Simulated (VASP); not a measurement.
# Sn (I4_1/amd) in VASP: a series of runs

One crystal, Sn, is run at these levels: r2SCAN; tasks: relaxation of cell and atoms.

Program: VASP 6.6.1. These are calculated values, not measurements. Logs are shortened: lines on timing, memory, paths and dates and some standing lists are left out, and cuts for length are marked.

**1. Starting point**

The structure is tetragonal, space group I4_1/amd (No. 141). Conventional cell: a = 5.839 Å, b = 5.839 Å, c = 3.188 Å, α = 90.00°, β = 90.00°, γ = 90.00°. Sn (site symmetry -4m2) is surrounded by 6 Sn at 3.03 to 3.19 Å.

**2. Relaxation of cell and atoms, r2SCAN**

Input file INCAR:

```
SYSTEM = Sn
PREC = Accurate
ENCUT = 600
EDIFF = 1E-6
ISMEAR = 0
SIGMA = 0.03
LREAL = .False.
LASPH = .True.
NELM = 80
ALGO = Normal
ISIF = 3
LWAVE = .False.
LCHARG = .False.
METAGGA = R2SCAN
LMIXTAU = .True.
IBRION = 2
NSW = 90
EDIFFG = -0.01
```

Input file KPOINTS:

```
regular mesh
0
Gamma
  12 12 12
  0 0 0
```

Input file POSCAR:

```
Sn
1.0
   -2.9196440800      2.9196440800      1.5938000000
    2.9196440800     -2.9196440800      1.5938000000
    2.9196440800      2.9196440800     -1.5938000000
Sn
2
Direct
    0.0000000000      0.0000000000      0.0000000000
    0.7500000000      0.2500000000      0.5000000000
```

Potentials or basis: VASP PAW PBE potentials, release 64 (Sn_d).

Started as:

```
$ cat potpaw_PBE.64/Sn_d/POTCAR > POTCAR
$ mpirun -np 1 vasp_std > vasp.out
```

OUTCAR:

```text
SYSTEM = Sn
   PREC = Accurate
   ENCUT = 600
   EDIFF = 1E-6
   ISMEAR = 0
   LREAL = .False.
   LASPH = .True.
   NELM = 80
   ISIF = 3
   METAGGA = R2SCAN
   IBRION = 2
   NSW = 90
   EDIFFG = -0.01

 ion  position               nearest neighbor table
   1  0.000  0.000  0.000-   2 3.03   2 3.03   2 3.03   2 3.03
   2  0.750  0.250  0.500-   1 3.03   1 3.03   1 3.03   1 3.03

  LATTYP: Found a body centered tetragonal cell.
 ALAT       =     5.8392881600
 C/A-ratio  =     0.5458884564

  Lattice vectors:

 A1 = (  -2.9196440800,   2.9196440800,   1.5938000000)
 A2 = (   2.9196440800,  -2.9196440800,   1.5938000000)
 A3 = (   2.9196440800,   2.9196440800,  -1.5938000000)

Analysis of symmetry for initial positions (statically):
=====================================================================
 Subroutine PRICEL returns:
 Original cell was already a primitive cell.

 Routine SETGRP: Setting up the symmetry group for a
 body centered tetragonal supercell.

 Subroutine GETGRP returns: Found 16 space group operations
 (whereof  8 operations were pure point group operations)
 out of a pool of 16 trial point group operations.

The static configuration has the point symmetry D_2d.
 The point group associated with its full space group is D_4h.

Analysis of symmetry for dynamics (positions and initial velocities):
=====================================================================
 Subroutine PRICEL returns:
 Original cell was already a primitive cell.

 Routine SETGRP: Setting up the symmetry group for a
 body centered tetragonal supercell.

 Subroutine GETGRP returns: Found 16 space group operations
 (whereof  8 operations were pure point group operations)
 out of a pool of 16 trial point group operations.

The dynamic configuration has the point symmetry D_2d.
 The point group associated with its full space group is D_4h.

 Subroutine INISYM returns: Found 16 space group operations
 (whereof  8 operations are pure point group operations),
 and found     1 'primitive' translations

----------------------------------------------------------------------------------------

                                     Primitive cell

  volume of cell :      54.3443

  direct lattice vectors                    reciprocal lattice vectors
    -2.919644080  2.919644080  1.593800000     0.000000000  0.171253751  0.313715648
     2.919644080 -2.919644080  1.593800000     0.171253751  0.000000000  0.313715648
     2.919644080  2.919644080 -1.593800000     0.171253751  0.171253751  0.000000000

  length of vectors
     4.425928326  4.425928326  4.425928326     0.357414822  0.357414822  0.242189377

  position of ions in fractional coordinates (direct lattice)
     0.000000000  0.000000000  0.000000000
     0.750000000  0.250000000  0.500000000

  ion indices of the primitive-cell ions
   primitive index   ion index
                 1           1
                 2           2

----------------------------------------------------------------------------------------

 KPOINTS: regular mesh

Automatic generation of k-mesh.
 Grid dimensions read from file:
 generate k-points for:   12   12   12

 Generating k-lattice:

  Cartesian coordinates                     Fractional coordinates (reciprocal lattice)
     0.000000000  0.014271146  0.026142971     0.083333333  0.000000000  0.000000000
     0.014271146  0.000000000  0.026142971     0.000000000  0.083333333  0.000000000
     0.014271146  0.014271146  0.000000000     0.000000000  0.000000000  0.083333333

  Length of vectors
     0.029784569  0.029784569  0.020182448

  Shift w.r.t. Gamma in fractional coordinates (k-lattice)
     0.000000000  0.000000000  0.000000000

 Subroutine IBZKPT returns following result:
 ===========================================

 Found    163 irreducible k-points:

 Following reciprocal coordinates:
            Coordinates               Weight
  0.000000  0.000000  0.000000      1.000000
  0.083333  0.000000  0.000000      8.000000
  0.166667  0.000000  0.000000      8.000000
  0.250000  0.000000  0.000000      8.000000
  0.333333  0.000000  0.000000      8.000000
  0.416667  0.000000  0.000000      8.000000
[... 16 lines left out ...]
  0.500000  0.166667  0.000000     16.000000
 -0.416667  0.166667  0.000000     16.000000
 [... further k-points ...]
   k-points           NKPTS =    163   k-points in BZ     NKDIM =    163   number of bands    NBANDS=     18
   number of dos      NEDOS =    301   number of ions     NIONS =      2
   total plane-waves  NPLWV =  46656
   dimension x,y,z NGX =    36 NGY =   36 NGZ =   36
   dimension x,y,z NGXF=    72 NGYF=   72 NGZF=   72
   ions per type =               2
   NGX,Y,Z   is equivalent  to a cutoff of  13.52, 13.52, 13.52 a.u.
   NGXF,Y,Z  is equivalent  to a cutoff of  27.04, 27.04, 27.04 a.u.
 SYSTEM =  Sn
   PREC   = accura    normal or accurate (medium, high low for compatibility)
   ISTART =      0    job   : 0-new  1-cont  2-samecut
   ICHARG =      2    charge: 1-file 2-atom 10-const
   ISPIN  =      1    spin polarized calculation?
   LNONCOLLINEAR =      F non collinear calculations
   LSORBIT =      F    spin-orbit coupling
   LASPH  =      T    aspherical Exc in radial PAW
   ENCUT  =  600.0 eV  44.10 Ry    6.64 a.u.   8.84  8.84  8.84*2*pi/ulx,y,z
   NELM   =     80;   NELMIN=  2; NELMDL= -5     # of ELM steps
   EDIFF  = 0.1E-05   stopping-criterion for ELM
   LREAL  =      F    real-space projection
   EDIFFG = -.1E-01   stopping-criterion for IOM
   NSW    =     90    number of steps for IOM
   IBRION =      2    ionic relax: 0-MD 1-quasi-New 2-CG
   NFREE  =      1    steps in history (QN), initial steepest desc. (CG)
   ISIF   =      3    stress and relaxation
   ISYM   =      2    0-nonsym 1-usesym 2-fastsym
   POTIM  = 0.5000    time-step for ionic-motion
   TEBEG  =    0.0;   TEEND  =   0.0 temperature during run
   PSTRESS=    0.0 pullay stress
   NELECT =      28.0000    total number of electrons
   NUPDOWN=      -1.0000    fix difference up-down
   EMIN   =  10.00;   EMAX   =-10.00  energy-range for DOS
   EFERMI =   0.00;   METHOD = LEGACY
   ISMEAR =     0;   SIGMA  =   0.03  broadening in eV -4-tet -1-fermi 0-gaus
   EFERMI_NEDOS =   21; number of points for ismear=-14 and -15
   IALGO  =     38    algorithm
   IMIX   =      4    mixing-type and parameters
     AMIX     =   0.40;   BMIX     =  1.00
     AMIX_MAG =   1.60;   BMIX_MAG =  1.00
  volume/ion in A,a.u.               =      27.17       183.37
  Fermi-wavevector in a.u.,A,eV,Ry     =   1.312430  2.480134 23.435677  1.722474
  Thomas-Fermi vector in A             =   2.442823
   LORBIT       =      0    0 simple, 1 ext, 2 COOP (PROOUT), +10 PAW based schemes
   METAGGA = R2SCAN    functional components
   LHFCALC =     F    Hartree Fock is set to
   AEXX    =    0.0000 exact exchange contribution
   IVDW    =     0    specifies the selected vdW correction
   LEPSILON=     F    determine dielectric tensor
   LRPA    =     F    only Hartree local field effects (RPA)
 conjugate gradient relaxation of ions
 non-spin polarized calculation
 Gauss-broadening in eV      SIGMA  =   0.03
  energy-cutoff  :      600.00
  volume of cell :       54.34
 maximum number of plane-waves:      1838
   NGX = 17   NGY = 17   NGZ = 17

--------------------------------------- Ionic step        1  -------------------------------------------

 number of electron      27.9999999 magnetization

 Free energy of the ion-electron system (eV)
  ---------------------------------------------------
  ext. energy  EPLUGINS =         0.00000000
  ---------------------------------------------------
  free energy    TOTEN  =       -49.24628321 eV

  energy without entropy =      -49.24571394  energy(sigma->0) =      -49.24599858

------------------------ aborting loop because EDIFF is reached ----------------------------------------

  FORCE on cell =-STRESS in cart. coord.  units (eV):
  Direction    XX          YY          ZZ          XY          YZ          ZX
  --------------------------------------------------------------------------------------
  -------------------------------------------------------------------------------------
  Total        0.3355115      0.3355115      0.1602635      0.0000000      0.0000000      0.0000000
  in kB        9.8915513      9.8915513      4.7248875      0.0000000      0.0000000      0.0000000
  external PRESSURE =       8.1693301 kB  Pullay stress =       0.0000000 kB
[... 129 lines left out ...]
  energy  without entropy=      -49.2482246193  energy(sigma->0) =      -49.24844262

--------------------------------------- Ionic step        5  -------------------------------------------

 number of electron      27.9999991 magnetization

 Free energy of the ion-electron system (eV)
  ---------------------------------------------------
  ext. energy  EPLUGINS =         0.00000000
  ---------------------------------------------------
  free energy    TOTEN  =       -49.24866641 eV

  energy without entropy =      -49.24824577  energy(sigma->0) =      -49.24845609

 E-fermi :   7.7072     XC(G=0): -11.0462

 val. band max:        7.6958277235   @ k =   0.5000   0.3333   0.0833
 cond. band min:       7.7085610744   @ k =  -0.1667  -0.1667   0.1667
 fundamental gap:      0.0127333509
 Fermi energy:         7.7071678120

 k-point     1 :       0.0000    0.0000    0.0000
  band No.  band energies     occupation
      1     -14.6149      2.00000
      2     -14.5333      2.00000
      3     -14.4798      2.00000
      4     -14.4787      2.00000
      5     -14.3146      2.00000
      6     -14.3146      2.00000
[... 10 lines left out ...]
     17      14.1601      0.00000
     18      14.9067      0.00000
[... 466 lines left out ...]
      2     -14.4541      2.00000
      3     -14.4387      2.00000
      4     -14.4098      2.00000
      5     -14.3682      2.00000
      6     -14.3410      2.00000
[... 10 lines left out ...]
     17      10.8719      0.00000
     18      13.3491      0.00000

 [... further k-points ...]

------------------------ aborting loop because EDIFF is reached ----------------------------------------

  FORCE on cell =-STRESS in cart. coord.  units (eV):
  Direction    XX          YY          ZZ          XY          YZ          ZX
  --------------------------------------------------------------------------------------
  -------------------------------------------------------------------------------------
  Total       -0.0106909     -0.0106909     -0.0031951      0.0000000      0.0000000      0.0000000
  in kB       -0.3106728     -0.3106728     -0.0928476      0.0000000      0.0000000      0.0000000
  external PRESSURE =      -0.2380644 kB  Pullay stress =       0.0000000 kB
[... 17 lines left out ...]
  FREE ENERGIE OF THE ION-ELECTRON SYSTEM (eV)
  ---------------------------------------------------
  free  energy   TOTEN  =       -49.2486664083 eV

  energy  without entropy=      -49.2482457663  energy(sigma->0) =      -49.24845609

 reached required accuracy - stopping structural energy minimisation
```

It took 17 min on 1 thread of Intel Xeon 6975P-C (Granite Rapids), shared host; peak memory 0.35 GiB.

Results:

```
Free energy                            : -49.2487 eV
Relaxed volume                         : 27.57 Å³/atom
Relaxed cell                           : a = 4.453 Å, b = 4.453 Å, c = 4.453 Å, α = 97.37°, β = 97.37°, γ = 138.03°
Space group after relaxing (to 0.05 Å) : I4_1/amd (No. 141)
Energy gained by relaxing              : 1.2 meV/atom
Ionic steps                            : 5
Pressure after relaxing                : 0.0 GPa
Band gap on the k mesh                 : none (metal or under the smearing width)
```

Step by step:
```csv
step,energy change (eV),largest force (eV/Å),pressure (GPa),volume (Å³)
1,0.0000,0.0000,0.82,54.34
2,-0.0020,0.0000,-0.31,55.44
3,-0.0023,0.0000,-0.04,55.17
4,-0.0024,0.0000,-0.04,55.14
5,-0.0024,0.0000,-0.02,55.13
```

Final structure:
```
Sn
1.0
    -2.93982    2.93982    1.59484
     2.93982   -2.93982    1.59484
     2.93982    2.93982   -1.59484
Sn
2
Direct
  0.00000 0.00000 0.00000
  0.75000 0.25000 0.50000
```

Levels at points of the mesh, in eV from the Fermi level:
```tsv
k point	band 12	band 13	band 14	band 15	band 16	band 17
(0.00, 0.00, 0.00)	-3.73	-2.12	-2.12	3.38	6.45	6.45
(0.50, 0.00, 0.00)	-5.54	-2.33	-1.84	-1.21	2.55	3.00
(0.50, 0.50, 0.00)	-9.21	0.55	0.55	1.75	1.75	6.43
(0.50, 0.50, 0.50)	-7.84	-4.94	-4.94	5.39	5.39	9.74
```

Caveat: the PAW data sets were made with another functional, which shifts forces and pressure a little. Zero-point motion and thermal expansion aren't in these numbers.

**3. Relaxation of cell and atoms, r2SCAN**

This run uses another cell than the first one, of 27.57 Å³/atom, 1.015 times its volume.

INCAR: that of step 2 with these lines changed.

```diff
@@ -3,3 +3,3 @@
 ENCUT = 600
-EDIFF = 1E-6
+EDIFF = 1E-7
 ISMEAR = 0
@@ -17,2 +17,2 @@
 NSW = 90
-EDIFFG = -0.01
+EDIFFG = -0.005
```

KPOINTS is that of step 2.

Input file POSCAR:

```
Sn                                      
1.0
   -2.9398192452      2.9398192452      1.5948449195
    2.9398192452     -2.9398192452      1.5948449195
    2.9398192452      2.9398192452     -1.5948449195
  Sn            
     2
Direct
     0.0000000000000000    0.0000000000000000    0.0000000000000000
     0.7500000000000000    0.2500000000000000    0.5000000000000000
```

Potentials or basis: VASP PAW PBE potentials, release 64 (Sn_d).

Started as:

```
$ cat potpaw_PBE.64/Sn_d/POTCAR > POTCAR
$ mpirun -np 1 vasp_std > vasp.out
```

Wall time 6.2 min (1 thread of Intel Xeon 6975P-C (Granite Rapids), shared host); peak memory 0.34 GiB.

Results (log left out):

```yaml
Free_energy: -49.2489 eV
Pressure_after_relaxing: 0.0 GPa
Band_gap_on_the_k_mesh: none (metal or under the smearing width)
```

Final structure:
```
Sn
1.0
    -2.93982    2.93982    1.59484
     2.93982   -2.93982    1.59484
     2.93982    2.93982   -1.59484
Sn
2
Direct
  0.00000 0.00000 0.00000
  0.75000 0.25000 0.50000
```

Levels at points of the mesh, in eV from the Fermi level:
| k point | band 12 | band 13 | band 14 | band 15 | band 16 | band 17 |
| --- | --- | --- | --- | --- | --- | --- |
| (0.00, 0.00, 0.00) | -3.73 | -2.12 | -2.12 | 3.38 | 6.45 | 6.45 |
| (0.50, 0.00, 0.00) | -5.54 | -2.33 | -1.84 | -1.21 | 2.55 | 3.00 |
| (0.50, 0.50, 0.00) | -9.21 | 0.55 | 0.55 | 1.75 | 1.75 | 6.43 |
| (0.50, 0.50, 0.50) | -7.84 | -4.94 | -4.94 | 5.39 | 5.39 | 9.74 |

Caveat: the relaxation stopped at its first step, so nothing moved; the PAW data sets were made with another functional, which shifts forces and pressure a little.
